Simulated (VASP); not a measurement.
Given:

```yaml
crystal:
  lattice:
    - [4.38822, 0.00000, 0.00000]
    - [0.00000, 4.38822, 0.00000]
    - [0.00000, 0.00000, 2.87221]
  atoms:
    - { symbol: Ge, position: [0.00000, 0.00000, 0.00000] }
    - { symbol: Ge, position: [0.50000, 0.50000, 0.50000] }
    - { symbol: O, position: [0.30575, 0.30575, 0.00000] }
    - { symbol: O, position: [0.80575, 0.19425, 0.50000] }
    - { symbol: O, position: [0.19425, 0.80575, 0.50000] }
    - { symbol: O, position: [0.69425, 0.69425, 0.00000] }
```

All values below come from LDA (Ceperley-Alder, Perdew-Zunger), VASP's LDA PAW potentials (set 64) (plane waves; VASP 6.6.1). Run with 520 eV cut-off, 6×6×9 Γ-centred mesh, tetrahedra with Blöchl corrections, potentials Ge_d O.

The cores are frozen, which limits the accuracy of field gradients.

Q: Give the principal components of the electric field gradient (V/Å²) and the asymmetry η at each nucleus.

A: 
```
atom   Vxx   Vyy     Vzz     η
----  ----  ----  ------  ----
Ge1   22.6  11.4   -34.0  0.33
Ge2   22.6  11.4   -34.0  0.33
O3    69.1  58.7  -127.8  0.08
O4    69.1  58.7  -127.8  0.08
O5    69.1  58.7  -127.8  0.08
O6    69.1  58.7  -127.8  0.08
```

The compound is GeO2 in the rutile structure. It was relaxed first.
